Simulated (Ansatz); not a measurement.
## Structures of MgS: which is lowest?

Plane-wave DFT in Ansatz with scalar-relativistic PAW potentials, cutoff 420 eV, Γ-centred meshes chosen by cell and gap, Gaussian smearing with energies taken to zero width. Every cell was relaxed (cell and atoms) in a run of its own, within the symmetry of its start. Functional: PBE+D3(BJ).

Relaxed structures (starts from databases or built by putting these elements on another compound's sites):
A. F-43m, 2 atoms in the computed cell, a = 5.626 Å; sites (symmetry × multiplicity) Mg -43m × 4, S -43m × 4; start: database
B. P6_3mc, 4 atoms in the computed cell, a = 4.006 Å, c = 6.403 Å; sites (symmetry × multiplicity) Mg 3m. × 2, S 3m. × 2; start: database

Question: Rank them by energy. Could pressure change the order?

Answer:
```csv
structure,group,E − E(lowest) (meV/atom),V (Å³/atom),gap on mesh (eV)
B,P6_3mc,0.0,22.25,3.56
A,F-43m,8.5,22.25,3.56
```

B is lowest, 9 meV/atom under A. The two lowest differ in volume by under 3 %, too little for a first-order estimate of what pressure does to that pair (other pairs aren't weighed here); with rigid cells even 3 % in favour of the higher one would need about 2 GPa. Other structures may lie lower than all of these, and vibrations aren't counted.